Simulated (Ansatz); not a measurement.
# InSe (C2/m) in Ansatz: equation of state

How stiff is InSe in PBE, and what volume does it want? The cell is scaled to several volumes.

Everything below comes from runs of Ansatz 0.2.0. Logs are shortened: lines on timing, memory, paths and dates and some standing lists are left out, and cuts for length are marked.

### 1 The structure

Symmetry: C2/m, No. 12, monoclinic system. Conventional cell: a = 11.653 Å, b = 4.109 Å, c = 5.073 Å, α = 90.00°, β = 109.86°, γ = 90.00°. In (site symmetry m) has 3 Se at 2.68 to 2.69 Å and 1 In at 2.80 Å as nearest neighbours. Around Se (site symmetry m) lie 3 In at 2.68 to 2.69 Å.

The cell comes from a database or a generator and needn't be the stable form of this composition.

### 2 Single point, PBE, 26.85 Å³/atom (volume scaled by 0.94)

Contents of input.yaml:

```yaml
crystal:
  lattice:
    - [5.7074535273, -2.0127055746, 0.0]
    - [5.7074535273, 2.0127055746, 0.0]
    - [-1.6880551226, 0.0, 4.6739460813]
  atoms:
    - { symbol: In, position: [0.88820325, 0.88820325, 0.04684136] }
    - { symbol: In, position: [0.11179675, 0.11179675, 0.95315864] }
    - { symbol: Se, position: [0.66092759, 0.66092759, 0.66895562] }
    - { symbol: Se, position: [0.33907241, 0.33907241, 0.33104438] }
hamiltonian:
  xc: pbe
  pseudopotentials: { kind: paw }
kpoints:
  mp_grid: { grid: [7, 7, 6] }
scf:
  occupations: { method: fermi_dirac, width: 0.05 }
output:
  forces: true
  stress: true
  eigenvalues: true
```

Potentials or basis: Ansatz PAW.

Run with:

```bash
$ ansatz run input.yaml --threads 2 --pin off --max-ram 5120MiB --backend cpu --events-out ev --progress --plain --runs-dir out
```

Output:

```text
Warning: RAYON_NUM_THREADS=2 ignored (pool sized by the plan → 2); use --threads N
Engine: ansatz 0.2.0, aarch64-unknown-linux-gnu
Pseudopotentials: kind: paw
Pseudopotential: In, paw, valence charge 13, recommended cutoff 420 eV (normal), In.paw.azcp
Pseudopotential: Se, paw, valence charge 16, recommended cutoff 420 eV (normal), Se.paw.azcp
Functional definition: PBE
  parameter kappa = 0.804
  parameter beta = 0.06672455060314922
  exchange = pbe_x(kappa = kappa, mu = beta*pi^2/3)
  correlation = pbe_c(beta = beta)
Crystal: 4 atoms, lattice volume = 107.383 Å³
Basis set: ecut = 420 eV, 2099 PW (Γ), exchange–correlation on 90×90×72 points (8 copies of the dense FFT grid, shifted against one another)
Bands: 35, of which v1, the nominal top of the filled ones, is band 29 counted from 1 (28 counted from 0)
Symmetry: 4 space group operations
Space group: C2/m (ITA 12), of the structure as read, at distance tolerance 4.8e-5 Å
k-points: 88 of 294
Non-local potential: In, projectors of the file, l = 0: 2, l = 1: 2, l = 2: 2, l = 3: 2
Non-local potential: Se, projectors of the file, l = 0: 2, l = 1: 2, l = 2: 3, l = 3: 1
PAW form: soft (Blöchl's): semilocal exchange-correlation on the pseudo side does not see the compensation charge
PAW one-centre angular grid: In, 590 points (default); XC on 64 Gauss nodes
PAW one-centre angular grid: Se, 590 points (default); XC on 64 Gauss nodes
Initial density: superposition of atomic densities (neutral atoms: chi_scale 0, normalization atom), corrected by the library's trained network
Initial wavefunctions: pseudopotential atomic-orbital guess
Functional: x = pbe(κ = 0.804, μ = 0.2195149727645171), c = pbe(β = 0.06672455060314922)
SCF iter   1: F=—  HF=-22135.645333 eV  |F-HF|=—  |Δ(HF+E_count)|=         —  Δρ=1.51e-3  dr2=2.93e-3  ethr=1.77e-3  ⟨swp⟩=7.0  Hψ=12786  notcnv=0
preconditioner: auto → Resta (q_TF=auto, 2.462 Å⁻¹)  ε∞=3.4  [insulator: Δε(μ)=1.257 eV  Ē_g=14.157 eV  σ=0.050 eV  W_gap=1.00  n_scr=32 (ndim 8)  ℏωp=22.1 eV  f_vac=0.035  D(μ)=0.00/eV (n_scr^D=0)  ε∞_Penn≈3.4]
SCF iter   2: F=—  HF=-22135.642558 eV  |F-HF|=—  |Δ(HF+E_count)|=   2.78e-3  Δρ=8.65e-4  dr2=6.02e-4  ethr=5.06e-6  ⟨swp⟩=2.2  Hψ=5784  notcnv=0  defer=2
SCF iter   3: F=—  HF=-22135.642657 eV  |F-HF|=—  |Δ(HF+E_count)|=   9.94e-5  Δρ=3.39e-4  dr2=1.09e-4  ethr=1.04e-6  ⟨swp⟩=2.9  Hψ=5345  notcnv=0  defer=2
SCF iter   4: F=—  HF=-22135.642729 eV  |F-HF|=—  |Δ(HF+E_count)|=   7.20e-5  Δρ=8.45e-5  dr2=1.03e-5  ethr=1.89e-7  ⟨swp⟩=2.8  Hψ=5383  notcnv=0  defer=2
SCF iter   5: F=—  HF=-22135.642792 eV  |F-HF|=—  |Δ(HF+E_count)|=   6.30e-5  Δρ=4.20e-5  dr2=2.25e-6  ethr=1.78e-8  ⟨swp⟩=2.0  Hψ=5512  notcnv=0  defer=2
SCF iter   6: F=—  HF=-22135.642793 eV  |F-HF|=—  |Δ(HF+E_count)|=   1.50e-6  Δρ=9.86e-6  dr2=1.66e-7  ethr=3.88e-9  ⟨swp⟩=2.0  Hψ=5512  notcnv=0  defer=2
SCF iter   7: F=-22135.642794 eV  HF=-22135.642794 eV  |F-HF|=1.30e-9  |Δ(HF+E_count)|=   1.47e-7  Δρ=3.12e-6  dr2=9.85e-9  ethr=1.72e-10  ⟨swp⟩=7.8  Hψ=11835  notcnv=0
SCF 1 converged in 7 iterations: F = -22135.642794 eV  dr2 = 9.85e-9
SCF converged after 7 iterations
Free energy (F): -22135.642794 eV
Harris-Foulkes:  -22135.642794 eV  (|F-HF|=1.30e-9)
Internal energy: -22135.642793 eV  (E = F + TS)
E sigma→0 (E₀):  -22135.642794 eV
Entropy (-TS):   -0.000000 eV (-0.000 meV/atom)
Fermi energy:    8.674742 eV
--- Per-component energies (eV) ---
  E_band       = -851.342481
  E_kinetic    = 725.620296
  E_local      = -7583.458406  (includes V_loc(G=0)·N_el)
  E_nonlocal   = -457.186580
  E_hartree    = 3514.278276
  E_xc         = -640.288897
  E_vxc        = -396.607365  (∫ρ·V_xc dr)
  E_paw        = -12132.236291  (= ΣΔE_a)
  E_vpaw       = -168.270426  (= ΣTr[D̂ρ^β])
  E_aug_tail   = -0.001149  (compensation charges beyond the density's cutoff)
  E_ewald      = -5562.370042
  E_smearing   = -0.000000  (= −TS)
  E_closure    = -0.000000  (closes the sum)
  Σ components = -22135.642794   (vs F -22135.642794, Δ=0.00e0)
--- Forces (eV/Å), atoms counted from 1 ---
  atom   1  In     0.34777361     0.00000000    -0.09246797
  atom   2  In    -0.34777361     0.00000000     0.09246797
  atom   3  Se     0.04567677     0.00000000    -0.77045036
  atom   4  Se    -0.04567677     0.00000000     0.77045036
  max |Σ_I F_I| component: 5.55e-17 eV/Å
--- Stress (GPa, compression-positive) ---
        5.731653       0.000000       0.169909
        0.000000       5.457529       0.000000
        0.169909       0.000000       4.678795
  P = ⅓ Tr σ = 5.2893 GPa (52.893 kbar)
--- Band table (eV; the first three rows and the last of 88) ---
  k-point 0: bands = ["-39.0663", "-39.0659", "-39.0657", "-39.0654", "-39.0395", "-39.0393", "-39.0390", "-39.0389", "-39.0275", "-39.0275", "-6.6450", "-6.4869", "-6.2718", "-6.2373", "-6.1869", "-6.1818", "-6.1260", "-6.0842", "-6.0507", "-5.8752", "-5.4775", "-3.5334", "3.2829", "3.9158", "4.2242", "5.6058", "5.9077", "6.5415", "6.8072", "10.8890", "11.1117", "11.7827", "13.0141", "13.5946", "13.7322"]
  k-point 1: bands = ["-39.0663", "-39.0659", "-39.0657", "-39.0654", "-39.0395", "-39.0393", "-39.0391", "-39.0389", "-39.0275", "-39.0274", "-6.6522", "-6.4859", "-6.2725", "-6.2360", "-6.1867", "-6.1840", "-6.1252", "-6.0839", "-6.0492", "-5.8785", "-5.3686", "-3.6608", "2.9615", "3.7317", "4.3805", "5.9543", "5.9825", "6.8394", "7.0317", "10.2175", "10.6245", "12.1863", "12.6172", "13.5719", "14.6202"]
  k-point 2: bands = ["-39.0663", "-39.0659", "-39.0657", "-39.0654", "-39.0395", "-39.0393", "-39.0391", "-39.0389", "-39.0275", "-39.0274", "-6.6643", "-6.4843", "-6.2738", "-6.2327", "-6.1883", "-6.1858", "-6.1237", "-6.0833", "-6.0473", "-5.8851", "-5.0869", "-3.9805", "2.5026", "3.3340", "5.0342", "6.0643", "6.6219", "6.8845", "7.4865", "9.6222", "9.9309", "12.1411", "12.3089", "14.2482", "14.8028"]
  k-point 87: bands = ["-39.0664", "-39.0658", "-39.0658", "-39.0653", "-39.0393", "-39.0393", "-39.0392", "-39.0390", "-39.0275", "-39.0274", "-6.6277", "-6.4525", "-6.3512", "-6.3273", "-6.2646", "-6.1718", "-6.1416", "-6.0711", "-5.9880", "-5.8661", "-4.8606", "-3.7837", "1.8242", "2.9658", "5.0195", "5.1981", "6.7712", "7.4035", "7.7105", "10.3029", "11.7194", "11.7667", "12.5331", "13.8676", "14.1333"]
```

Run time: 6.4 s. Hardware: 2 threads of Arm Neoverse V2, shared host; peak memory 0.55 GiB.

Results:

```
Free energy            : -22135.6428 eV
Pressure               : 5.3 GPa
Largest force          : 0.772 eV/Å
Band gap on the k mesh : 1.25 eV, indirect (least direct gap 1.43 eV)
```

Caveat: odd divisions of the mesh miss points on the zone boundary, where band edges often lie, so the gap on the mesh can be too wide; spin-orbit coupling is left out, which moves the levels of the heavy elements.

### 3 Single point, PBE, 27.42 Å³/atom (volume scaled by 0.96)

input.yaml: that of step 2 with these lines changed.

```diff
@@ -2,5 +2,5 @@
   lattice:
-    - [5.7074535273, -2.0127055746, 0.0]
-    - [5.7074535273, 2.0127055746, 0.0]
-    - [-1.6880551226, 0.0, 4.6739460813]
+    - [5.7476481863, -2.0268800245, 0.0]
+    - [5.7476481863, 2.0268800245, 0.0]
+    - [-1.6999432264, 0.0, 4.706862279]
   atoms:
```

Potentials or basis: Ansatz PAW.

Run with:

```bash
$ ansatz run input.yaml --threads 2 --pin off --max-ram 5120MiB --backend cpu --events-out ev --progress --plain --runs-dir out
```

It took 6.6 s on 2 threads of Arm Neoverse V2, shared host; peak memory 0.56 GiB.

Results (log left out):

```yaml
Free_energy: -22135.7080 eV
Pressure: 3.9 GPa
Largest_force: 0.580 eV/Å
Band_gap_on_the_k_mesh: 1.22 eV, indirect (least direct gap 1.36 eV)
```

Caveat: odd divisions of the mesh miss points on the zone boundary, where band edges often lie, so the gap on the mesh can be too wide; spin-orbit coupling is left out, which moves the levels of the heavy elements.

### 4 Single point, PBE, 27.99 Å³/atom (volume scaled by 0.98)

input.yaml: that of step 3 with these lines changed.

```diff
@@ -2,5 +2,5 @@
   lattice:
-    - [5.7476481863, -2.0268800245, 0.0]
-    - [5.7476481863, 2.0268800245, 0.0]
-    - [-1.6999432264, 0.0, 4.706862279]
+    - [5.787288392, -2.0408589492, 0.0]
+    - [5.787288392, 2.0408589492, 0.0]
+    - [-1.7116673433, 0.0, 4.739324424]
   atoms:
```

Run with:

```bash
$ ansatz run input.yaml --threads 2 --pin off --max-ram 5120MiB --backend cpu --events-out ev --progress --plain --runs-dir out
```

It took 6.7 s on 2 threads of Arm Neoverse V2, shared host; peak memory 0.56 GiB.

Results (log left out):

```yaml
Free_energy: -22135.7543 eV
Pressure: 2.6 GPa
Largest_force: 0.403 eV/Å
Band_gap_on_the_k_mesh: 1.18 eV, indirect (least direct gap 1.29 eV)
```

Caveat: odd divisions of the mesh miss points on the zone boundary, where band edges often lie, so the gap on the mesh can be too wide; spin-orbit coupling is left out, which moves the levels of the heavy elements.

### 5 Single point, PBE, 28.56 Å³/atom

input.yaml: that of step 4 with these lines changed.

```diff
@@ -2,5 +2,5 @@
   lattice:
-    - [5.787288392, -2.0408589492, 0.0]
-    - [5.787288392, 2.0408589492, 0.0]
-    - [-1.7116673433, 0.0, 4.739324424]
+    - [5.8263928781, -2.054648955, 0.0]
+    - [5.8263928781, 2.054648955, 0.0]
+    - [-1.723233014, 0.0, 4.7713478577]
   atoms:
@@ -21 +21,5 @@
   eigenvalues: true
+  write_density: true
+  write_potential: true
+  elf: true
+  volumetric_format: npy
```

Run with:

```bash
$ ansatz run input.yaml --threads 2 --pin off --max-ram 5120MiB --backend cpu --events-out ev --progress --plain --runs-dir out
```

Wall time 9.4 s (2 threads of Arm Neoverse V2, shared host); peak memory 0.57 GiB.

Results (log left out):

```yaml
Free_energy: -22135.7835 eV
Pressure: 1.5 GPa
Largest_force: 0.240 eV/Å
Band_gap_on_the_k_mesh: 1.14 eV, indirect (least direct gap 1.23 eV)
```

Caveat: odd divisions of the mesh miss points on the zone boundary, where band edges often lie, so the gap on the mesh can be too wide; spin-orbit coupling is left out, which moves the levels of the heavy elements.

### 6 Single point, PBE, 29.13 Å³/atom (volume scaled by 1.02)

input.yaml: that of step 5 with these lines changed.

```diff
@@ -2,5 +2,5 @@
   lattice:
-    - [5.8263928781, -2.054648955, 0.0]
-    - [5.8263928781, 2.054648955, 0.0]
-    - [-1.723233014, 0.0, 4.7713478577]
+    - [5.8649793859, -2.0682562983, 0.0]
+    - [5.8649793859, 2.0682562983, 0.0]
+    - [-1.7346454858, 0.0, 4.8029471088]
   atoms:
@@ -21,5 +21 @@
   eigenvalues: true
-  write_density: true
-  write_potential: true
-  elf: true
-  volumetric_format: npy
```

Potentials or basis: Ansatz PAW.

Run with:

```bash
$ ansatz run input.yaml --threads 2 --pin off --max-ram 5120MiB --backend cpu --events-out ev --progress --plain --runs-dir out
```

Wall time 7.2 s (2 threads of Arm Neoverse V2, shared host); peak memory 0.57 GiB.

The run converged. Its results:

```
Free energy            : -22135.7977 eV
Pressure               : 0.5 GPa
Largest force          : 0.090 eV/Å
Band gap on the k mesh : 1.11 eV, indirect (least direct gap 1.17 eV)
```

Caveat: odd divisions of the mesh miss points on the zone boundary, where band edges often lie, so the gap on the mesh can be too wide; spin-orbit coupling is left out, which moves the levels of the heavy elements.

### 7 Single point, PBE, 29.70 Å³/atom (volume scaled by 1.04)

input.yaml: that of step 6 with these lines changed.

```diff
@@ -2,5 +2,5 @@
   lattice:
-    - [5.8649793859, -2.0682562983, 0.0]
-    - [5.8649793859, 2.0682562983, 0.0]
-    - [-1.7346454858, 0.0, 4.8029471088]
+    - [5.9030647348, -2.0816869103, 0.0]
+    - [5.9030647348, 2.0816869103, 0.0]
+    - [-1.7459097331, 0.0, 4.8341359509]
   atoms:
```

Run with:

```bash
$ ansatz run input.yaml --threads 2 --pin off --max-ram 5120MiB --backend cpu --events-out ev --progress --plain --runs-dir out
```

Run time: 6.8 s. Hardware: 2 threads of Arm Neoverse V2, shared host; peak memory 0.57 GiB.

The run converged. Its results:

- Free energy: -22135.7983 eV
- Pressure: -0.4 GPa
- Largest force: 0.108 eV/Å
- Band gap on the k mesh: 1.07 eV, indirect (least direct gap 1.11 eV)

Caveat: odd divisions of the mesh miss points on the zone boundary, where band edges often lie, so the gap on the mesh can be too wide; spin-orbit coupling is left out, which moves the levels of the heavy elements.

### 8 Single point, PBE, 30.27 Å³/atom (volume scaled by 1.06)

input.yaml: that of step 7 with these lines changed.

```diff
@@ -2,5 +2,5 @@
   lattice:
-    - [5.9030647348, -2.0816869103, 0.0]
-    - [5.9030647348, 2.0816869103, 0.0]
-    - [-1.7459097331, 0.0, 4.8341359509]
+    - [5.940664887, -2.0949464201, 0.0]
+    - [5.940664887, 2.0949464201, 0.0]
+    - [-1.7570304771, 0.0, 4.8649274559]
   atoms:
@@ -21 +21,5 @@
   eigenvalues: true
+  write_density: true
+  write_potential: true
+  elf: true
+  volumetric_format: npy
```

Run with:

```bash
$ ansatz run input.yaml --threads 2 --pin off --max-ram 5120MiB --backend cpu --events-out ev --progress --plain --runs-dir out
```

Run time: 9.6 s. Hardware: 2 threads of Arm Neoverse V2, shared host; peak memory 0.58 GiB.

Results (log left out):

| Item | Value |
| --- | --- |
| Free energy | -22135.7868 eV |
| Pressure | -1.2 GPa |
| Largest force | 0.183 eV/Å |
| Band gap on the k mesh | 1.04 eV, indirect (least direct gap 1.06 eV) |

Caveat: odd divisions of the mesh miss points on the zone boundary, where band edges often lie, so the gap on the mesh can be too wide; spin-orbit coupling is left out, which moves the levels of the heavy elements.

### 9 Equation of state, PBE

Potentials or basis: Ansatz PAW.

No new run: the results of the series are fitted here.

What came out:

```yaml
Equilibrium_volume: 29.44 Å³/atom
Bulk_modulus_at_fixed_shape_and_positions: 46 GPa
Pressure_derivative_of_the_bulk_modulus: 4.8
```

Energy against volume, from the lowest point:
| volume (Å³/atom) | energy (meV/atom) |
| --- | --- |
| 26.846 | 38.88 |
| 27.417 | 22.58 |
| 27.988 | 11.01 |
| 28.559 | 3.69 |
| 29.131 | 0.15 |
| 29.702 | 0.00 |
| 30.273 | 2.87 |

Caveat: the cell was scaled at fixed shape and fractional positions, which overstates the stiffness of a crystal with free parameters, most of all of layers and chains.
